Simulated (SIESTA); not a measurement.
**Ge under changes of volume**

One of the cells (19.014 Å³/atom); the others are scaled copies at fixed shape and fractional positions:

```xyz
2
Lattice="-2.4959 2.6509 1.4369 2.4959 -2.6509 1.4369 2.4959 2.6509 -1.4369" Properties=species:S:1:pos:R:3 pbc="T T T"
Ge    0.0000    1.3254    0.1841
Ge    2.4959    1.3254    1.2529
```

This isn't the form of Ge at room conditions, which is diamond.

| Property | Result |
| --- | --- |
| Program | SIESTA 5.4.2 |
| Functional | PBEsol |
| Potentials or basis | PseudoDojo 0.4 standard (PBEsol files) |
| Basis | DZP (energy shift 0.003 Ry; two zetas on semicore shells) |
| Grid cutoff | 800 Ry |
| Energy shift | 0.003 Ry |
| k mesh | 11 × 11 × 11 |
| Occupations | fermi-dirac, width 0.05 eV |
| Spin | no spin polarisation |

| volume (Å³/atom) | energy over the lowest point (meV/atom) | pressure (GPa) | largest force (eV/Å) |
| --- | --- | --- | --- |
| 17.874 | 10.33 | 3.9 | 0.041 |
| 18.254 | ? | ? | ? |
| 18.634 | 0.00 | 0.5 | 0.075 |
| 19.014 | 0.49 | -0.8 | 0.061 |
| 19.395 | 4.18 | -2.2 | 0.063 |
| 19.775 | 10.98 | -3.3 | 0.086 |
| 20.155 | 19.96 | -4.2 | 0.081 |

Problem. What does the run at 18.254 Å³/atom give?

Solution. Energy over the lowest point 3.13 meV/atom; pressure 2.2 GPa; largest force 0.052 eV/Å.

Worked out: A Birch-Murnaghan fit of order 3 (a polynomial in V^(-2/3)) to the other rows has its minimum at 18.76 Å³/atom with B0 = V·E''(V) = 73 GPa and B' = 5.1 at fixed shape and positions, which overstates the stiffness. It gives 3.09 meV/atom at 18.254 Å³/atom, against the run's 3.13, and -dE/dV = 2.1 GPa, against 2.2.

Energies are extrapolated to zero smearing.

Caveats: the basis of atomic orbitals isn't converged, which shifts pressures, moduli and gaps.
